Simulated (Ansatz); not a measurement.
Crystal: CoO.

```
Co O
1.0
    -1.50800    1.50800    2.10725
     1.50800   -1.50800    2.10725
     1.50800    1.50800   -2.10725
Co O
1 1
Direct
  0.00000 0.00000 0.00000
  0.50000 0.50000 0.00000
```

| Property | Result |
| --- | --- |
| Program | Ansatz 0.2.0 |
| Task | single point |
| Functional | PBE |
| Potentials or basis | Ansatz PAW |
| Cutoff | 420 eV (not typed: the program's choice for these potentials) |
| k mesh | 12 × 12 × 12 |
| Occupations | fermi-dirac, width 0.05 eV |
| Spin | collinear spin, ferromagnetic start |
| Starting moments | [2.0, 0.0] μB |

On this cell: pressure 0.0 GPa; largest force under 0.003 eV/Å; net moment 2.92 μB per cell; site moments Co +2.48; O +0.32 μB; band gap on the k mesh none (metal or under the smearing width).

The same run follows on a disturbed copy (atoms moved at random, drawn with an rms of 0.05 Å):

```
Co O
1.0
    -1.50800    1.50800    2.10725
     1.50800   -1.50800    2.10725
     1.50800    1.50800   -2.10725
Co O
1 1
Direct
  0.99472 0.00494 0.01533
  0.51463 0.49959 0.00496
```

What changes?

The energy (extrapolated to zero smearing) moves by +2.1 meV/atom; pressure 0.5 GPa; largest force 0.120 eV/Å; net moment 2.92 μB per cell; site moments Co +2.46; O +0.32 μB; band gap on the k mesh none (metal or under the smearing width).

Forces in eV/Å, atoms in the order of the input:
```
Co  -0.054  0.027  0.104
O    0.054 -0.027 -0.104
```

Stress tensor (GPa, compression positive):
```
 0.21 -0.36  0.32
-0.36  0.44 -0.14
 0.32 -0.14  0.89
```

Caveats: a cell with one magnetic atom can't hold antiferromagnetic order, which such compounds often take; semilocal functionals often make such compounds metallic where correlation or magnetic order opens a gap, which also shifts bond lengths.
